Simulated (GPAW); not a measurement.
Input of a GPAW 26.7.0 run:

The input run.py:

```python
from ase import Atoms
from ase.dft.bandgap import bandgap
from ase.io import write
from ase.units import GPa
from gpaw import GPAW, PW, setup_paths

setup_paths.insert(0, '.')

atoms = Atoms(['Zr', 'Se', 'Se'],
              cell=[[3.798, 0.0, 0.0],
                    [-1.899, 3.2891644836, 0.0],
                    [0.0, 0.0, 6.192]],
              scaled_positions=[[0.0, 0.0, 0.0],
                                [0.6666666667, 0.3333333333, 0.75],
                                [0.3333333333, 0.6666666667, 0.25]],
              pbc=True)

calc = GPAW(mode=PW(600),
            xc='PBEsol',
            kpts={'size': (8, 8, 5), 'gamma': True},
            occupations={'name': 'fermi-dirac', 'width': 0.05},
            nbands=24,
            convergence={'density': 1e-05, 'energy': 1e-05},
            maxiter=150,
            txt='gpaw.txt')
atoms.calc = calc
energy = atoms.get_potential_energy()
forces = atoms.get_forces()
stress = atoms.get_stress()
calc.write('gs.gpw')
write('result.traj', atoms)
print(f'Energy: {energy:.6f} eV')
print('Forces (eV/A):')
print(forces.round(4))
print('Stress (GPa):', (stress / GPa).round(3))
print('Fermi level:', round(calc.get_fermi_level(), 4), 'eV')
print(f'Gap: {bandgap(calc)[0]:.4f} eV, direct: {bandgap(calc, direct=True)[0]:.4f} eV')
```

Potentials or basis: PAW data sets generated in the run's folder for this functional, pw.

Command:

```bash
$ gpaw-setup -f PBEsol Se Zr
$ OMP_NUM_THREADS=1 python run.py
```

(1) Predict the pressure.

(2) What does it give for the band gap on the k mesh?

Answers

(1) -1.4 GPa.

(2) 0.36 eV, indirect (least direct gap 1.01 eV).

Caveat: an odd mesh through Γ misses points on the zone boundary, where band edges often lie; this functional lacks dispersion, which binds the layers, so the pressure and a relaxed spacing across them are unreliable.

The gap isn't set beside the measured one, since this odd mesh misses points on the zone boundary.
